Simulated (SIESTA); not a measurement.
Pt:

```xyz
1
Lattice="0.0000 1.9609 1.9609 1.9609 0.0000 1.9609 1.9609 1.9609 0.0000" Properties=species:S:1:pos:R:3 pbc="T T T"
Pt    0.0000    0.0000    0.0000
```

Base run:

| Quantity | Value |
| --- | --- |
| Program | SIESTA 5.4.2 |
| Functional | PBE |
| Potentials or basis | PseudoDojo 0.4 standard (PBE files) |
| Basis | DZ (energy shift 0.003 Ry; two zetas on semicore shells) |
| Grid cutoff | 800 Ry |
| Energy shift | 0.003 Ry |
| k mesh | 12 × 12 × 12 |
| Occupations | fermi-dirac, width 0.05 eV |
| Spin | no spin polarisation |

Its results: band gap on the k mesh none (metal or under the smearing width); pressure 8.8 GPa.

The run is repeated on the same cell with these changes: basis from DZ (energy shift 0.003 Ry; two zetas on semicore shells) to DZDP (energy shift 0.003 Ry; two zetas on semicore shells). What comes out?

Band gap on the k mesh none (metal or under the smearing width); pressure 13.8 GPa.

Caveats: short orbitals over semicore shells can move pressures by several GPa; spin-orbit coupling is left out, which moves the levels of the heavy elements; the basis of atomic orbitals isn't converged, which shifts pressures, moduli and gaps; the basis has no polarisation orbitals (some runs).
